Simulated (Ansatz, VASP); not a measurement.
One calculation of In, two programs

```
In
1.0
    -1.77152    1.77152    2.12583
     1.77152   -1.77152    2.12583
     1.77152    1.77152   -2.12583
In
1
Direct
  0.00000 0.00000 0.00000
```

Alike in both runs: task single point; functional LDA; k mesh 20 × 20 × 20; occupations gaussian, width 0.15 eV; no spin polarisation.

|  | VASP | Ansatz |
| --- | --- | --- |
| version | VASP 6.6.1 | Ansatz 0.2.0 |
| potentials or method | VASP PAW LDA potentials, release 64 (In_d) | scalar-relativistic, plane waves, PAW |
| plane-wave cutoff (eV) | 520 | 420 |
| valence electrons in the cell | 13 | 13 |

Ansatz gave:

| Item | Value |
| --- | --- |
| gap on the k mesh at the Fermi level (eV) | none |
| pressure (GPa) | -3.2 |
| largest component of the traceless stress (GPa) | 0.45 |

Problem. What did VASP give for the same quantities?

Solution. gap on the k mesh at the Fermi level (eV): none; pressure (GPa): -3.2; largest component of the traceless stress (GPa): 0.46.

A gap of «none» marks a metal or a gap that the smearing closes.
